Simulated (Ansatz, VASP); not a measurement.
# One calculation of Au, two programs

```xyz
1
Lattice="-1.6374 1.6374 1.6374 1.6374 -1.6374 1.6374 1.6374 1.6374 -1.6374" Properties=species:S:1:pos:R:3 pbc="T T T"
Au    0.0000    0.0000    0.0000
```

Alike in both runs: task single point; functional r2SCAN; k mesh 18 × 18 × 18; occupations gaussian, width 0.05 eV; no spin polarisation.

|  | VASP | Ansatz |
| --- | --- | --- |
| version | VASP 6.6.1 | Ansatz 0.2.0 |
| potentials or method | VASP PAW PBE potentials, release 64 (Au) | scalar-relativistic, plane waves, PAW |
| plane-wave cutoff (eV) | 520 | 500 |
| valence electrons in the cell | 11 | 19 |

Ansatz gave:

```
pressure (GPa) : 0.0
```

Problem. Which values does VASP return?

Solution. Pressure (GPa): 0.3.

The two sets of potentials don't hold the same shells in valence.

Caveats: the PAW data sets were made with another functional, which shifts forces and pressure a little (VASP). Spin-orbit coupling is left out, which matters for the levels of Au.
